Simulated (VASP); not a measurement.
TePb: relaxation of cell and atoms with LDA

Crystal: TePb.

```
CELL_PARAMETERS angstrom
3.61558 0.00000 0.00000
0.00000 3.61558 0.00000
0.00000 0.00000 3.61558
ATOMIC_POSITIONS crystal
Te 0.50000 0.50000 0.50000
Pb 0.00000 0.00000 0.00000
```

Measurements of this composition are mostly on another form, of space group No. 225.

```yaml
Program: VASP 6.6.1
Task: relaxation of cell and atoms
Functional: LDA
Potentials_or_basis: VASP PAW LDA potentials, release 64 (Te, Pb_d)
Cutoff: 600 eV
k_mesh: 8 × 8 × 8
Occupations: gaussian, width 0.03 eV
Spin: no spin polarisation
Target_pressure: 17.6 GPa
Further_INCAR_settings: ALGO = Normal; EDIFF = 1e-07; IBRION = 2; EDIFFG = -0.005; NSW = 90; ISIF = 3
Target_pressure: 17.6 GPa
```

- Pressure after relaxing: 17.6 GPa
- Band gap on the k mesh: none (metal or under the smearing width)

Final structure:
```
Te Pb
1.0
     3.61558    0.00000    0.00000
     0.00000    3.61558    0.00000
     0.00000    0.00000    3.61558
Te Pb
1 1
Direct
  0.50000 0.50000 0.50000
  0.00000 0.00000 0.00000
```

Levels at points of the mesh, in eV from the Fermi level:
```
           k point  band 6  band 7  band 8  band 9  band 10  band 11  band 12  band 13  band 14
(0.00, 0.00, 0.00)  -14.52   -5.63   -2.28   -2.28    -2.28     3.67     3.67     7.57     7.57
(0.50, 0.00, 0.00)  -12.33  -10.52   -0.03   -0.03     0.16     0.80     2.65     2.65     4.77
(0.50, 0.50, 0.00)  -10.65   -8.22   -6.27   -6.27     0.43     4.60     4.64     4.64     6.79
(0.50, 0.50, 0.50)  -10.07   -6.74   -3.45   -3.45    -3.45    -2.03    -2.03    -2.03    16.94
```

Run time: 31 s on 1 thread of Intel(R) Xeon(R) Platinum 8175M CPU @ 2.50GHz (Skylake/Cascade Lake) (shared host), peak memory 0.17 GiB.

Caveat: the relaxation stopped at its first step, so nothing moved; the cell is relaxed towards a set pressure, so the enthalpy falls and the energy may rise. The run has no spin-orbit coupling, so splittings on Pb, Te are missing.
